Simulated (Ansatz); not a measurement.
An Ansatz input and the part of its output that reports the observables at the nuclei.

The cell is a structure deposited in the COD, relaxed with PBE at fixed cell and then changed (z compressed by 2 %, ions relaxed).

```yaml
crystal:
  lattice:
    - [0.0, 2.259, 2.21382]
    - [2.259, 0.0, 2.21382]
    - [2.259, 2.259, 0.0]
  atoms:
    - { symbol: Hf, position: [0.0, 0.0, 0.0] }
    - { symbol: "N", position: [0.5, 0.5, 0.5] }
kpoints:
  mp_grid: { grid: [18, 18, 18] }
scf:
  occupations: { method: fermi_dirac, width: 0.05 }
hamiltonian:
  xc: pbe
  pseudopotentials: { kind: paw }
output:
  forces: true
  stress: true
  populations: true
  efg:
    quadrupole_moments_barn: { Hf: 3.365, "N": 0.02044 }
    contact_densities: true
relax:
  f_tol: 0.02
  max_steps: 60
```

```sh
ansatz run input.yaml --threads 1 --pin off --max-ram 3072MiB --backend cpu --events-out ev --progress --plain --runs-dir out
```

The run relaxes the ions first, and the block belongs to the relaxed positions.

Of the output, the block on the nuclei alone is shown; the set-up, the SCF iterations, energies, forces and stress are cut. One atom of each set with nearly equal values is shown.

```
--- PAW observables at the nuclei: V_zz in 10²¹ V/m², potentials from the cell's mean, atoms counted from 1 ---
  atom   1  Hf V_zz =    -9.281387   η = 0.0000   by run symmetry: allowed   C_q = -755.1832 MHz
            electrostatic potential = -14187.432463 V   contact ρ = 7528543.274581 e/Å³
  atom   2  N  V_zz =    -0.705488   η = 0.0000   by run symmetry: allowed   C_q = -0.3487 MHz
            electrostatic potential = -528.769358 V   contact ρ = 1414.180882 e/Å³
```

The relaxation (1 step) took 13 s of wall time (13 s of CPU time) and 0.64 GiB at its peak, on 1 thread of Intel Xeon Platinum 8488C (Sapphire Rapids) (x86_64; 16 cores open to the job, memory cap 3.0 GiB, no GPU), a shared host with a load of 0.4 a core.

With no gap above 0.1 eV, as in a metal, the gradients converge slowly in k; expect changes of a tenth or more on a denser mesh. Without spin–orbit coupling the gradients at and beside Hf can be off by some per cent, at some sites by more. At this changed cell the PBE pressure is 12 GPa.
